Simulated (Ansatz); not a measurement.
# ZnS (Wurtzite-2H): single point with PBE

**The experiment to reproduce.**

A printed reference work, monograph reports, for a bulk crystal of ZnS at 4 K: band gap 3.911 eV (direct).

ZnS (Wurtzite-2H):

```
CELL_PARAMETERS angstrom
3.81100 0.00000 0.00000
-1.90550 3.30042 0.00000
0.00000 0.00000 6.23400
ATOMIC_POSITIONS crystal
Zn 0.66667 0.33333 0.50000
Zn 0.33333 0.66667 0.00000
S 0.66667 0.33333 0.88500
S 0.33333 0.66667 0.38500
```

```
Program             : Ansatz 0.2.0
Task                : single point
Functional          : PBE
Potentials or basis : Ansatz PAW
Cutoff              : 420 eV (not typed: the program's choice for these potentials)
k mesh              : 8 × 8 × 5
Occupations         : gaussian, width 0.028 eV
Spin                : no spin polarisation
```

The pressure is 2.3 GPa, the largest force is 0.319 eV/Å and the band gap on the k mesh is 2.25 eV, direct.

Forces on the atoms (eV/Å):
```
Zn   0.000  0.000  0.319
Zn   0.000  0.000  0.319
S    0.000  0.000 -0.319
S    0.000  0.000 -0.319
```

Stress tensor (GPa, compression positive):
```
3.01 0.00 0.00
0.00 3.01 0.00
0.00 0.00 0.98
```

Levels at points of the mesh, in eV from the valence-band top:
```csv
k point,band 16,band 17,band 18,band 19,band 20,band 21
"(0.00, 0.00, 0.00)",-0.01,-0.01,0.00,2.25,2.99,6.28
"(0.00, -0.50, 0.00)",-2.25,-1.56,-0.98,3.61,4.26,5.17
```

Wall time 5.4 s on 2 threads of Intel(R) Xeon(R) Processor @ 2.50GHz (Skylake/Cascade Lake), with other jobs on the host, peak memory 0.35 GiB.

A measured gap of ZnS is 3.911 eV (direct; 4 K; a printed reference work, monograph); the calculated 2.25 eV misses it by -1.66 eV. The value is that of PBE, without temperature or zero-point motion. Semilocal functionals fall short of measured gaps as a rule.

Caveat: odd divisions of the mesh miss points on the zone boundary, where band edges often lie, so the gap on the mesh can be too wide.
